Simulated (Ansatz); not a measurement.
# GaN: the cost of one run

Method: DFT PBE, scalar-relativistic, plane waves, PAW, in Ansatz 0.2.0.

## 1. The system as given

Symmetry: F-43m, No. 216, cubic system. The conventional cell has a = 4.507 Å, b = 4.507 Å, c = 4.507 Å, α = 90.00°, β = 90.00°, γ = 90.00°. Around Ga (site symmetry -43m) lie 4 N at 1.95 Å. Around N (site symmetry -43m) lie 4 Ga at 1.95 Å.

Coordinates:

```xyz
2
Lattice="0.0000 2.2535 2.2535 2.2535 0.0000 2.2535 2.2535 2.2535 0.0000" Properties=species:S:1:pos:R:3 pbc="T T T"
Ga    0.0000    0.0000    0.0000
N     3.3803    3.3803    3.3803
```

It goes back to an entry of the Materials Project.

No relaxation comes first: the listed cell is the starting point.

## 2. Zero of energy

Reference values: F = -4167.8981 eV; pressure 5.03 GPa; largest force 0.000 eV/Å; gap on the mesh 1.72 eV. It was computed beforehand with the settings of the runs below.

## 3. Next: shifting one sublattice

Every N atom is moved by x along the Cartesian unit vector (0.707, -0.707, 0.000); the cell and all other atoms stay fixed. Forces below are components along that vector, summed over the moved atoms.

## 4. x = -0.100 Å

input.yaml

```yaml
crystal:
  lattice:
    - [0.0, 2.2535006075, 2.2535006075]
    - [2.2535006075, 0.0, 2.2535006075]
    - [2.2535006075, 2.2535006075, 0.0]
  atoms:
    - { symbol: Ga, position: [0.0, 0.0, 0.0] }
    - { symbol: "N", position: [0.7813781491, 0.7186218509, 0.75] }
basis:
  ecutwfc: 420
kpoints:
  mp_grid: { grid: [10, 10, 10] }
hamiltonian:
  xc: pbe
scf:
  occupations: { method: gaussian, width: 0.05 }
output:
  forces: true
  stress: true
  eigenvalues: true
```

Launch:

```
$ ansatz run input.yaml --threads 1 --pin off --max-ram 2560MiB --backend cpu --events-out ev --progress --plain --runs-dir out
```

What time and memory should one allow on 1 thread of Intel Xeon 6975P-C (Granite Rapids), shared host?

About 3.6 s, with a peak of 0.42 GiB.
